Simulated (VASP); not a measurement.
A run of VASP 6.6.1:

POSCAR

```
MgI2
1.0
    0.0491999397      3.7557205885      3.7557205885
    3.7557205885      0.0491999397      3.7557205885
    3.8049205282      3.8049205282      0.0000000000
Mg I
1 2
Direct
    0.0000000000      0.0000000000      0.0000000000
    0.2510879652      0.2510879652      0.2489120348
    0.7489120348      0.7489120348      0.7510879652
```

The input INCAR.step1:

```
  PREC = Accurate
  ENCUT = 520
  ISMEAR = 0
  SIGMA = 0.01
  LREAL = F
  LASPH = T
  NELM = 60
  NBANDS = 15
  GGA = PE
  ALGO = Normal
  EDIFF = 1E-4
  LWAVE = T
  LCHARG = F
```

The input INCAR.step2:

```
  PREC = Accurate
  ENCUT = 520
  EDIFF = 1E-6
  ISMEAR = 0
  SIGMA = 0.01
  LREAL = F
  LASPH = T
  NELM = 60
  ALGO = Normal
  ISIF = 2
  LWAVE = F
  LCHARG = T
  METAGGA = R2SCAN
  LMIXTAU = T
  LELF = T
  LVHAR = T
  NBANDS = 15
  ISTART = 1
```

File KPOINTS:

```
Automatic mesh
0
Gamma
  6 6 6
```

Potentials or basis: VASP PAW PBE potentials, release 64 (Mg, I).

Run with:

```bash
$ cat potpaw_PBE.64/Mg/POTCAR potpaw_PBE.64/I/POTCAR > POTCAR
$ cp INCAR.step1 INCAR
$ mpirun -np 1 vasp_std > vasp.out
$ cp INCAR.step2 INCAR
$ mpirun -np 1 vasp_std > vasp.out
```

Hardware: 1 thread of Intel(R) Xeon(R) 6975P-C (Granite Rapids), on a shared host.

Task: How long does it take, and how much memory?

Result: Run time: 110 s on 1 thread of Intel(R) Xeon(R) 6975P-C (Granite Rapids), on a shared host, peak memory 0.29 GiB. Counts: scf iterations 10, k points 46.
